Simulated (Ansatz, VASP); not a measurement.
# Cross-check of InSb between VASP and Ansatz

Aim: how closely do two programs agree when they are given the same cell, functional and k mesh? The cell is taken from a series of VASP runs on this material, whose earlier steps may have relaxed, scaled or displaced it; both programs get it as it stands.

Method: plane waves, with VASP 6.6.1 beside it; relaxation of cell and atoms at LDA, in Ansatz 0.2.0.

### 1. The structure

The structure is cubic, space group F-43m (No. 216). The conventional cell has a = 6.478 Å, b = 6.478 Å, c = 6.478 Å, α = 90.00°, β = 90.00°, γ = 90.00°. Sb has 4 In at 2.81 Å nearest. Nearest to In lie 4 Sb at 2.81 Å. Farther neighbours are not listed.

Structure file:

```cif
data_structure
_symmetry_space_group_name_H-M 'F-43m'
_symmetry_Int_Tables_number 216
_cell_length_a 6.4782
_cell_length_b 6.4782
_cell_length_c 6.4782
_cell_angle_alpha 90.000
_cell_angle_beta 90.000
_cell_angle_gamma 90.000
_cell_volume 271.87
loop_
_atom_site_label
_atom_site_type_symbol
_atom_site_symmetry_multiplicity
_atom_site_Wyckoff_symbol
_atom_site_fract_x
_atom_site_fract_y
_atom_site_fract_z
_atom_site_occupancy
Sb1 Sb 4 c 0.25000 0.25000 0.25000 1
In1 In 4 a 0.00000 0.00000 0.00000 1
```

### 2. VASP: relaxation of cell and atoms, LDA

The relaxed volume is the usual yardstick between codes: its relative difference is about their pressure difference at one cell divided by the bulk modulus.

Lines of VASP's logs that name or quote its potential files are left out, and so is its time.

File INCAR:

```
SYSTEM = InSb
PREC = Accurate
ENCUT = 450
EDIFF = 1E-06
NELM = 100
ISMEAR = 0
SIGMA = 0.03
LREAL = .FALSE.
ALGO = Normal
GGA = CA
NBANDS = 15
LORBIT = 11
LWAVE = .FALSE.
LCHARG = .FALSE.
KPAR = 4
IBRION = 2
NSW = 50
ISIF = 3
EDIFFG = -0.01
```

File POSCAR:

```
InSb
1.0
    0.0000000000      3.2391000000      3.2391000000
    3.2391000000      0.0000000000      3.2391000000
    3.2391000000      3.2391000000      0.0000000000
Sb In
1 1
Direct
    0.7500000000      0.7500000000      0.7500000000
    0.0000000000      0.0000000000      0.0000000000
```

File KPOINTS:

```
Automatic mesh
0
Gamma
6 6 6
0 0 0
```

Potentials, in the order of the species: Sb and In_d (LDA family, release 64).

On the command line:

```console
> mpirun -np 4 vasp_std
```

Numbers of over 12 decimals in the logs are rounded to 6 here.

The log of the run:

```text
[banner, memory and clock lines left out]
running    4 mpi-ranks, on    1 nodes
 distrk:  each k-point on    1 cores,    4 groups
 distr:  one band on    1 cores,    1 groups

 POSCAR found type information on POSCAR SbIn
 POSCAR found :  2 types and       2 ions
 LDA part: xc-table for (Slater(with rela. corr.)+CA(PZ))
 , standard interpolation
 POSCAR, INCAR and KPOINTS ok, starting setup
 FFT: planning ... GRIDC
 FFT: planning ... GRID_SOFT
 FFT: planning ... GRID
 WAVECAR not read
 entering main loop
       N       E                     dE             d eps       ncg     rms          rms(c)
DAV:   1     0.107136749432E+03    0.10714E+03   -0.73613E+03   488   0.107E+03
DAV:   2    -0.972462457413E+00   -0.10811E+03   -0.10526E+03   508   0.273E+02
DAV:   3    -0.813874683484E+01   -0.71663E+01   -0.71256E+01   634   0.779E+01
DAV:   4    -0.834338795923E+01   -0.20464E+00   -0.20450E+00   611   0.149E+01
DAV:   5    -0.835250545407E+01   -0.91175E-02   -0.91173E-02   706   0.261E+00    0.433E+00
DAV:   6    -0.822430187561E+01    0.12820E+00   -0.16006E-01   703   0.645E+00    0.244E+00
DAV:   7    -0.819317157069E+01    0.31130E-01   -0.70449E-02   659   0.258E+00    0.536E-01
DAV:   8    -0.819143945008E+01    0.17321E-02   -0.73311E-03   667   0.105E+00    0.296E-01
DAV:   9    -0.819153539544E+01   -0.95945E-04   -0.64869E-04   578   0.243E-01    0.782E-02
DAV:  10    -0.819152567409E+01    0.97214E-05   -0.40033E-05   645   0.466E-02    0.347E-02
DAV:  11    -0.819152946409E+01   -0.37900E-05   -0.10109E-05   585   0.449E-02    0.234E-02
DAV:  12    -0.819152923407E+01    0.23002E-06   -0.68784E-07   443   0.111E-02
   1 F= -.81915292E+01 E0= -.81914221E+01  d E =-.819153E+01
 curvature:   0.00 expect dE= 0.000E+00 dE for cont linesearch  0.000E+00
 trial: gam= 0.00000 g(F)=  0.111E-46 g(S)=  0.230E-02 ort = 0.000E+00 (trialstep = 0.100E+01)
 search vector abs. value=  0.230E-02
 bond charge predicted
       N       E                     dE             d eps       ncg     rms          rms(c)
DAV:   1    -0.822042770524E+01   -0.28898E-01   -0.67011E-01   620   0.147E+01    0.106E+00
DAV:   2    -0.819613651607E+01    0.24291E-01   -0.52097E-02   592   0.489E+00    0.365E-01
DAV:   3    -0.819236828331E+01    0.37682E-02   -0.10589E-02   606   0.193E+00    0.219E-01
DAV:   4    -0.819229600536E+01    0.72278E-04   -0.37661E-04   536   0.171E-01    0.152E-01
DAV:   5    -0.819220425083E+01    0.91755E-04   -0.58954E-05   619   0.642E-02    0.644E-02
DAV:   6    -0.819219367583E+01    0.10575E-04   -0.18806E-05   748   0.391E-02    0.105E-02
DAV:   7    -0.819219349160E+01    0.18423E-06   -0.12351E-06   331   0.196E-02
   2 F= -.81921935E+01 E0= -.81920864E+01  d E =-.664258E-03
 trial-energy change:   -0.000664  1 .order   -0.000712   -0.002302    0.000879
 step:   0.7051(harm=  0.7237)  dis= 0.00000  next Energy=    -8.192324 (dE=-0.795E-03)
 bond charge predicted
       N       E                     dE             d eps       ncg     rms          rms(c)
DAV:   1    -0.819478088565E+01   -0.25872E-02   -0.59429E-02   620   0.448E+00    0.308E-01
DAV:   2    -0.819268916861E+01    0.20917E-02   -0.44111E-03   592   0.140E+00    0.109E-01
DAV:   3    -0.819235215119E+01    0.33702E-03   -0.97759E-04   606   0.586E-01    0.624E-02
DAV:   4    -0.819234645741E+01    0.56938E-05   -0.33884E-05   529   0.525E-02    0.439E-02
DAV:   5    -0.819233824110E+01    0.82163E-05   -0.50246E-06   613   0.179E-02    0.193E-02
DAV:   6    -0.819233717983E+01    0.10613E-05   -0.15075E-06   460   0.120E-02    0.259E-03
DAV:   7    -0.819233717959E+01    0.24056E-09   -0.21768E-07   240   0.718E-03
   3 F= -.81923372E+01 E0= -.81922301E+01  d E =-.807946E-03
 curvature:  -0.36 expect dE=-0.127E-06 dE for cont linesearch -0.127E-06
 trial: gam= 0.00000 g(F)=  0.607E-48 g(S)=  0.354E-06 ort =-0.285E-04 (trialstep = 0.941E+00)
 search vector abs. value=  0.354E-06
 reached required accuracy - stopping structural energy minimisation
```

From OUTCAR (step 2):

```text
ion  position               nearest neighbor table
   1  0.750  0.750  0.750-   2 2.81   2 2.81   2 2.81   2 2.81
   2  0.000  0.000  0.000-   1 2.81   1 2.81   1 2.81   1 2.81

  LATTYP: Found a face centered cubic cell.
 ALAT       =     6.4782000000

 Subroutine GETGRP returns: Found 24 space group operations
 (whereof 24 operations were pure point group operations)

The static configuration has the point symmetry T_d .

 Found     16 irreducible k-points:

   k-points           NKPTS =     16   k-points in BZ     NKDIM =     16   number of bands    NBANDS=     15

   dimension x,y,z NGX =    32 NGY =   32 NGZ =   32
   dimension x,y,z NGXF=    64 NGYF=   64 NGZF=   64

   ENCUT  =  450.0 eV  33.07 Ry    5.75 a.u.   7.92  7.92  7.92*2*pi/ulx,y,z

   NELECT =      18.0000    total number of electrons

 k-points in reciprocal lattice and weights: Automatic mesh
   0.00000000  0.00000000  0.00000000       0.005
   0.16666667  0.00000000  0.00000000       0.037
   0.33333333  0.00000000  0.00000000       0.037
   0.50000000  0.00000000  0.00000000       0.019
   0.16666667  0.16666667  0.00000000       0.028
   0.33333333  0.16666667  0.00000000       0.111
   0.50000000  0.16666667  0.00000000       0.111
  -0.33333333  0.16666667  0.00000000       0.111
  -0.16666667  0.16666667  0.00000000       0.056
[...]
-0.33333333  0.33333333  0.16666667       0.111
  -0.33333333  0.50000000  0.16666667       0.056

 average (electrostatic) potential at core
       1 -88.1792       2 -95.7323

 E-fermi :   5.0082

 k-point     1 :       0.0000    0.0000    0.0000
  band No.  band energies     occupation
    ...
      6      -5.8347      2.00000
      7       4.6845      2.00000
      8       4.9991      1.33334
      9       4.9991      1.33334
     10       4.9991      1.33333
     11       7.9019      0.00000
     12       7.9019      0.00000
     13       7.9019      0.00000
     14      10.5393      0.00000
     15      13.2741      0.00000

 k-point     2 :       0.1667    0.0000    0.0000
  band No.  band energies     occupation
    ...
      5      -9.4986      2.00000
      6      -5.5815      2.00000
      7       2.4660      2.00000
      8       4.6541      2.00000
      9       4.6541      2.00000
     10       5.8972      0.00000
     11       8.3623      0.00000
     12       8.3623      0.00000
     13       8.6429      0.00000
     14      11.6777      0.00000
    ...

 k-point     3 :       0.3333    0.0000    0.0000
  band No.  band energies     occupation
    ...
      5      -9.4978      2.00000
      6      -4.9246      2.00000
      7       0.2929      2.00000
      8       4.1633      2.00000
      9       4.1633      2.00000
     10       5.5958      0.00000
     11       8.7663      0.00000
     12       8.7663      0.00000
     13      10.7003      0.00000
     14      11.5781      0.00000
    ...

  Total        0.0022110      0.0022110      0.0022110      0.0000000      0.0000000      0.0000000
  in kB        0.0525959      0.0525959      0.0525959      0.0000000      0.0000000      0.0000000
  external PRESSURE =       0.0525959 kB  Pullay stress =       0.0000000 kB

  energy-cutoff  :      450.00
  volume of cell :       67.35
      direct lattice vectors                 reciprocal lattice vectors
    -0.000000000  3.229273301  3.229273301    -0.154833597  0.154833597  0.154833597
     3.229273301 -0.000000000  3.229273301     0.154833597 -0.154833597  0.154833597
     3.229273301  3.229273301 -0.000000000     0.154833597  0.154833597 -0.154833597

 POSITION                                       TOTAL-FORCE (eV/Angst)
 -----------------------------------------------------------------------------------
      4.84391      4.84391      4.84391        -0.000000     -0.000000     -0.000000
      0.00000      0.00000      0.00000         0.000000      0.000000      0.000000
 -----------------------------------------------------------------------------------
    total drift:                                0.000000      0.000000      0.000000

  FREE ENERGIE OF THE ION-ELECTRON SYSTEM (eV)
  ---------------------------------------------------
  free  energy   TOTEN  =        -8.1923371796 eV

  energy  without entropy=       -8.1921229264  energy(sigma->0) =       -8.19223005

 reached required accuracy - stopping structural energy minimisation

 total charge
# of ion       s       p       d       tot
------------------------------------------
    1        1.144   1.346   0.022   2.511
    2        0.884   0.734   9.863  11.482
--------------------------------------------------
tot          2.028   2.080   9.884  13.993

[... 3 further parts left out ...]
```

### 3. Ansatz: relaxation of cell and atoms, LDA

Ansatz runs on its default PAW (the set named soft_2) files.

The same cell, functional (in two slightly different forms), mesh and smearing now go to Ansatz, which takes its cutoff from its data sets.

File input.yaml:

```yaml
crystal:
  lattice:
    - [0.0, 3.2391, 3.2391]
    - [3.2391, 0.0, 3.2391]
    - [3.2391, 3.2391, 0.0]
  atoms:
    - { symbol: Sb, position: [0.75, 0.75, 0.75] }
    - { symbol: In, position: [0.0, 0.0, 0.0] }
hamiltonian:
  xc: lda
  pseudopotentials: { kind: paw }
kpoints:
  mp_grid: { grid: [6, 6, 6] }
scf:
  occupations: { method: gaussian, width: 0.03 }
relax:
  f_tol: 0.01
  max_steps: 60
  cell: { stress_tol: 0.05 }
output:
  forces: true
  stress: true
```

On the command line:

```console
> ansatz run input.yaml --threads 4 --pin off --max-ram 9216MiB --backend cpu --events-out ev --progress --plain --runs-dir out
```

The log of the run:

```text
Engine: ansatz 0.2.0, aarch64-unknown-linux-gnu
Pseudopotentials: kind: paw
Pseudopotential: Sb, paw, valence charge 15, recommended cutoff 420 eV (normal), Sb.paw.azcp
Pseudopotential: In, paw, valence charge 13, recommended cutoff 420 eV (normal), In.paw.azcp
Functional definition: SPW92
  exchange = slater_x
  correlation = pw_c
Crystal: 2 atoms, lattice volume = 67.968 Å³
Basis set: ecut = 420 eV, 1363 PW (Γ)
Bands: 18, of which v1, the nominal top of the filled ones, is band 14 counted from 1 (13 counted from 0)
Symmetry: 24 space group operations
Space group: F-43m (ITA 216), of the structure as read, at distance tolerance 4.1e-5 Å
k-points: 16 of 216 (time reversal used)
Non-local potential: Sb, projectors of the file, l = 0: 2, l = 1: 2, l = 2: 2, l = 3: 2
Non-local potential: In, projectors of the file, l = 0: 2, l = 1: 2, l = 2: 2, l = 3: 2
PAW form: soft (Blöchl's): semilocal exchange-correlation on the pseudo side does not see the compensation charge
PAW frozen core: Sb, regenerated for the run's functional, and the local potential with it (the file was generated under x = pbe(κ = 0.804, μ = 0.219515), c = pbe(β = 0.066725))
PAW frozen core: In, regenerated for the run's functional, and the local potential with it (the file was generated under x = pbe(κ = 0.804, μ = 0.219515), c = pbe(β = 0.066725))
PAW one-centre angular grid: Sb, 590 points (default); XC on 64 Gauss nodes
PAW one-centre angular grid: In, 590 points (default); XC on 64 Gauss nodes
Initial density: superposition of atomic densities (neutral atoms: chi_scale 0, normalization atom), corrected by the library's trained network
Initial wavefunctions: pseudopotential atomic-orbital guess
Functional: x = slater, c = lda
SCF iter   1: F=—  HF=-11793.140571 eV  |F-HF|=—  |Δ(HF+E_count)|=         —  Δρ=6.79e-3  dr2=1.92e-2  ethr=1.77e-3  ⟨swp⟩=6.2  Hψ=1592  notcnv=0
preconditioner: auto → none  [insulator: Δε(μ)=0.370 eV  Ē_g=13.904 eV  σ=0.030 eV  W_gap=0.67  n_scr=14 (ndim 8)  ℏωp=19.1 eV  f_vac=0.112  D(μ)=0.48/eV (n_scr^D=0)  ε∞_Penn≈2.9]
SCF iter   2: F=—  HF=-11793.132745 eV  |F-HF|=—  |Δ(HF+E_count)|=   7.83e-3  Δρ=2.21e-3  dr2=1.31e-3  ethr=6.85e-5  ⟨swp⟩=2.8  Hψ=671  notcnv=0
SCF iter   3: F=—  HF=-11793.132741 eV  |F-HF|=—  |Δ(HF+E_count)|=   4.18e-6  Δρ=6.23e-4  dr2=1.31e-4  ethr=4.69e-6  ⟨swp⟩=2.2  Hψ=401  notcnv=0
SCF iter   4: F=—  HF=-11793.132754 eV  |F-HF|=—  |Δ(HF+E_count)|=   1.32e-5  Δρ=1.55e-4  dr2=2.00e-5  ethr=4.69e-7  ⟨swp⟩=2.1  Hψ=422  notcnv=0
SCF iter   5: F=—  HF=-11793.132749 eV  |F-HF|=—  |Δ(HF+E_count)|=   4.46e-6  Δρ=1.53e-5  dr2=2.07e-7  ethr=7.14e-8  ⟨swp⟩=2.1  Hψ=433  notcnv=0
SCF iter   6: F=-11793.132749 eV  HF=-11793.132749 eV  |F-HF|=4.04e-9  |Δ(HF+E_count)|=   7.06e-9  Δρ=3.83e-6  dr2=6.59e-9  ethr=3.57e-10  ⟨swp⟩=4.9  Hψ=991  notcnv=0
SCF 1 converged in 6 iterations: F = -11793.132749 eV  dr2 = 6.59e-9
  greatest PAW one-centre occupation: 0.998 electrons in one spin orbital (limit 2), on the Sb atom at site 0 (counted from 0), in its partial waves of l = 2
relax step   1: F+E_penalty+E_count = -11793.13274934 eV  Δ(F+E_penalty+E_count) = +0.000e0 eV  max|allowed force component| = 2.220e-16 eV/Å  Δτ_max = 0.0000 Å  P = -0.528 GPa  Ω = 67.968 Å³  (6 SCF iters, dr2 threshold 1.00e-7 eV, accepted)
[...]
relax step   2: F+E_penalty+E_count = -11793.13376938 eV  Δ(F+E_penalty+E_count) = -1.020e-3 eV  max|allowed force component| = 7.055e-17 eV/Å  Δτ_max = 0.0000 Å  P = +0.337 GPa  Ω = 66.703 Å³  energy of the carried Pulay correction = +2.038e-4 eV  (4 SCF iters, dr2 threshold 2.00e-7 eV, accepted)
[...]
relax step   3: F+E_penalty+E_count = -11793.13418688 eV  Δ(F+E_penalty+E_count) = -4.175e-4 eV  max|allowed force component| = 5.898e-17 eV/Å  Δτ_max = 0.0000 Å  P = -0.008 GPa  Ω = 67.190 Å³  energy of the carried Pulay correction = +1.248e-4 eV  (4 SCF iters, dr2 threshold 2.00e-7 eV, accepted)
[...]
relax step   4: F+E_penalty+E_count = -11793.13406166 eV  Δ(F+E_penalty+E_count) = +1.252e-4 eV  max|allowed force component| = 5.089e-17 eV/Å  Δτ_max = 0.0000 Å  P = -0.007 GPa  Ω = 67.190 Å³  stress off target by 6.98e-3 GPa  SCF on the basis re-selected at this cell (its energy is not comparable with the rows above)  (5 SCF iters)
basis re-selected at this cell: Δ(F+E_penalty+E_count) = +1.252e-4 eV, ΔP = +0.001 GPa vs the last step (what re-selecting the basis moved, of the pressure what is left beyond the Pulay correction that the steps carried, after the strain that the cell walked since its last selection, with what the two solves' SCF thresholds leave and, on support functions, any second-order correction that the steps lacked; it is no m [...]
SCF converged after 5 iterations
Free energy (F): -11793.134062 eV
Harris-Foulkes:  -11793.134062 eV  (|F-HF|=1.09e-11)
Internal energy: -11793.133847 eV  (E = F + TS)
E sigma→0 (E₀):  -11793.133955 eV
Entropy (-TS):   -0.000214 eV (-0.107 meV/atom)
Fermi energy:    7.231511 eV
--- Per-component energies (eV) ---
  E_band       = -264.897764
  E_kinetic    = 453.240987
  E_local      = -3194.953285  (includes V_loc(G=0)·N_el)
  E_nonlocal   = 737.171662
  E_hartree    = 1369.572971
  E_xc         = -351.431595
  E_vxc        = -198.514287  (∫ρ·V_xc dr)
  E_paw        = -8443.277554  (= ΣΔE_a)
  E_vpaw       = -800.988794  (= ΣTr[D̂ρ^β])
  E_aug_tail   = 0.000023  (compensation charges beyond the density's cutoff)
  E_ewald      = -2364.300417
  E_core_change = 0.843360  (= ΣΔE_core)
  E_smearing   = -0.000214  (= −TS)
  E_closure    = -0.000000  (closes the sum)
  Σ components = -11793.134062   (vs F -11793.134062, Δ=0.00e0)
--- Forces (eV/Å), atoms counted from 1 ---
  atom   1  Sb     0.00000000    -0.00000000    -0.00000000
  atom   2  In    -0.00000000     0.00000000     0.00000000
  max |Σ_I F_I| component: 4.63e-17 eV/Å
--- Stress (GPa, compression-positive) ---
       -0.006978       0.000000       0.000000
        0.000000      -0.006978       0.000000
        0.000000       0.000000      -0.006978
  P = ⅓ Tr σ = -0.0070 GPa (-0.070 kbar)
--- Relaxed structure (3 steps of the walk, 3 accepted, 1 SCFs on fresh bases) ---
  F+E_penalty+E_count = -11793.13406166 eV   max|allowed force component| = 5.089e-17 eV/Å   (the final SCF, on the basis selected at the relaxed cell)
  cell:  # Å, volume = 67.1905 Å³
    - [0, 3.226704, 3.226704]
    - [3.226704, 0, 3.226704]
    - [3.226704, 3.226704, 0]
  atoms:
    - { symbol: Sb, position: [0.750000, 0.750000, 0.750000] }
    - { symbol: In, position: [0, 0, 0] }
```

It took 1.7 s on 4 threads of Arm Neoverse V2, shared host; peak memory 0.35 GiB; 5.5 s of CPU time.

### 4. Differences

Known differences besides the potentials themselves: the two LDA forms differ slightly; both relaxations stop at a tolerance, which leaves soft axes loose, and VASP keeps its plane-wave basis; the data sets hold 28 valence electrons in Ansatz (default PAW (the set named soft_2) files) and 18 in VASP; the cutoff is 420 eV in Ansatz and 450 eV in VASP; VASP's log shows a relativistic correction to its local exchange, Ansatz's none; Ansatz adds a Pulay correction to the stress that steers its cell, VASP none. Total energies have different zeros and are not compared.

Compared:

```tsv
quantity	Ansatz	VASP	difference
volume (Å³)	67.19	67.35	-0.24 %
edge a after relaxation, in the typed setting (Å)	4.563	4.567	-0.08 %
```

The walks stopped with -0.01 GPa left in Ansatz and 0.01 GPa in VASP; each walk ends within a tolerance, so the volume difference is uncertain by about these residues over the bulk modulus, most in soft cells.

### 5. Outcome

- difference in volume (relaxation of cell and atoms, LDA): -0.24 %

**Reading.** The difference in volume is -0.24 % (relaxation of cell and atoms, LDA), within the 1.2 % picked in this series as the mark of a large difference, as far as the stopping tolerances let one tell. How closely two codes agree says nothing of how well the functional describes the real material.

[Lines on the potential files, build, host, timing and source positions are cut from VASP's logs without a mark.]

[Logs are printed without paths, hosts, clocks, repeated set-up lines and the standing remarks that a program may print on its own settings, such as how far it seeks lower states.]

[Hosts, paths, dates, database ids (printed as entryN), source tags and the programs' standing remarks are cut or masked in the printed files.]
